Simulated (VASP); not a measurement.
## Results of a VASP single-point calculation on MoS₂ (2H (MoS2) bulk)

POSCAR

```
Mo S
 1.0000000000000000
     3.1730199292960006    0.0000000000290864    0.0000000000000000
    -1.5865099646731897    2.7479158654700968    0.0000000000000000
     0.0000000000000000    0.0000000000000000   12.4358959592203853
 Mo  S
   2   4
Cartesian
 -0.0000000000167932  1.8319439103230932  3.1089739898050963
  1.5865099646396041  0.9159719551760900  9.3269219694152898
  1.5865099646396041  0.9159719551760900  4.6646987568535261
  1.5865099646396041  0.9159719551760900  1.5532492227566661
 -0.0000000000167932  1.8319439103230932 10.8826467364637232
 -0.0000000000167932  1.8319439103230932  7.7711972023668601
```

The gap between bands v and c is 0.94 eV and the least direct gap is 1.64 eV. The largest force is 0.10 eV/Å.

Band v is the last that the valence electrons fill when counted band by band, and c is the next. Levels in eV from the top of v:

```csv
point,v−1,v,c,c+1
Γ,-1.08,0.00,2.11,2.11
M,-1.37,-1.26,1.60,1.64
K,-0.75,-0.61,1.03,1.03
A,-0.27,-0.27,2.12,2.12
L,-1.31,-1.31,1.62,1.62
H,-0.69,-0.69,1.03,1.03
```

Q: Which of these levels of theory gave these results?
A. PBE0
B. PBE
C. PBE with spin–orbit coupling
D. r²SCAN
E. HSE06
F. LDA
G. PBEsol

A: B.

The INCAR was:

```
GGA = PE
EDIFF = 1E-7
ISIF = 2
ISMEAR = -1
LASPH = .TRUE.
NELM = 120
ENCUT = 520
IBRION = -1
NBANDS = 35
SIGMA = 0.02
LCHARG = .FALSE.
LREAL = .FALSE.
PREC = Accurate
LWAVE = .FALSE.
NSW = 0
```
